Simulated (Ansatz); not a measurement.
Mo:

```xyz
1
Lattice="-1.5838 1.5838 1.5838 1.5838 -1.5838 1.5838 1.5838 1.5838 -1.5838" Properties=species:S:1:pos:R:3 pbc="T T T"
Mo    0.0000    0.0000    0.0000
```

| Quantity | Value |
| --- | --- |
| Program | Ansatz 0.2.0 |
| Task | relaxation of cell and atoms |
| Functional | BLYP |
| Potentials or basis | all-electron LAPW, scalar-relativistic |
| Basis error allowed | 0.001 eV/atom |
| k mesh | 12 × 12 × 12 |
| Occupations | fermi-dirac, width 0.05 eV |
| Spin | no spin polarisation |

At the start: volume 15.89 Å³/atom.

Where does the relaxation end?

Over 4 steps the energy falls by 12.5 meV/atom and the volume is 16.40 Å³/atom (+3.2 %); space group Im-3m (No. 229, to 0.05 Å).

The path:
```csv
step,energy change (eV),largest force (eV/Å),volume (Å³)
1,0.0000,0.0000,15.89
2,-0.0124,0.0000,16.46
3,-0.0125,0.0000,16.40
4,-0.0125,0.0000,16.40
```

Final structure:
```cif
data_structure
_symmetry_space_group_name_H-M 'P 1'
_symmetry_Int_Tables_number 1
_cell_length_a 2.7724
_cell_length_b 2.7724
_cell_length_c 2.7724
_cell_angle_alpha 109.471
_cell_angle_beta 109.471
_cell_angle_gamma 109.471
_cell_volume 16.40
loop_
_atom_site_label
_atom_site_type_symbol
_atom_site_fract_x
_atom_site_fract_y
_atom_site_fract_z
_atom_site_occupancy
Mo1 Mo 0.00000 0.00000 0.00000 1
```
